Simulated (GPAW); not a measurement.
Input of a GPAW 26.7.0 run:

Contents of run.py:

```python
from ase import Atoms
from ase.dft.bandgap import bandgap
from ase.io import write
from ase.units import GPa
from gpaw import GPAW, PW

atoms = Atoms(['In', 'As'],
              cell=[[0.0, 2.877304, 2.877304],
                    [2.877304, 0.0, 2.877304],
                    [2.877304, 2.877304, 0.0]],
              scaled_positions=[[0.5, 0.5, 0.5],
                                [0.0, 0.0, 0.0]],
              pbc=True)

calc = GPAW(mode=PW(600),
            xc='RPBE',
            kpts={'size': (8, 8, 8), 'gamma': True},
            occupations={'name': 'fermi-dirac', 'width': 0.05},
            nbands=18,
            convergence={'density': 1e-05, 'energy': 1e-05},
            maxiter=150,
            txt='gpaw.txt')
atoms.calc = calc
energy = atoms.get_potential_energy()
forces = atoms.get_forces()
stress = atoms.get_stress()
calc.write('gs.gpw')
write('result.traj', atoms)
print(f'Energy: {energy:.6f} eV')
print('Forces (eV/A):')
print(forces.round(4))
print('Stress (GPa):', (stress / GPa).round(3))
print('Fermi level:', round(calc.get_fermi_level(), 4), 'eV')
print(f'Gap: {bandgap(calc)[0]:.4f} eV, direct: {bandgap(calc, direct=True)[0]:.4f} eV')
```

Potentials or basis: the program's PAW data sets (release 1.2.1) made for this functional, pw.

The run is started by

```sh
$ OMP_NUM_THREADS=1 python run.py
```

Question: Estimate the band gap on the k mesh.

Answer: None (metal or under the smearing width).

Question: Predict the pressure.

Answer: 1.4 GPa.
